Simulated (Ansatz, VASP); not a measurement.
**Two plane-wave programs on C**

```
C
1.0
     0.00000    1.77693    1.77693
     1.77693    0.00000    1.77693
     1.77693    1.77693    0.00000
C
2
Direct
  0.00000 0.00000 0.00000
  0.25000 0.25000 0.25000
```

Alike in both runs: task single point; functional PBEsol; k mesh 12 × 12 × 12; occupations gaussian, width 0.02 eV; no spin polarisation.

|  | VASP | Ansatz |
| --- | --- | --- |
| version | VASP 6.6.1 | Ansatz 0.2.0 |
| potentials or method | VASP PAW PBE potentials, release 64 (C) | scalar-relativistic, plane waves, PAW |
| plane-wave cutoff (eV) | 520 | 420 |
| valence electrons in the cell | 8 | 8 |

VASP gave:

- gap on the k mesh at the Fermi level (eV): 4.06
- least direct gap on the mesh (eV): 5.57
- pressure (GPa): 1.1

Task: Which values does Ansatz return?

Result: gap on the k mesh at the Fermi level (eV): 4.07; least direct gap on the mesh (eV): 5.57; pressure (GPa): 0.0.

With one functional, cell and mesh, what is left measures potentials, basis and numerics.

Caveats: the PAW data sets were made with another functional, which shifts forces and pressure a little (VASP).
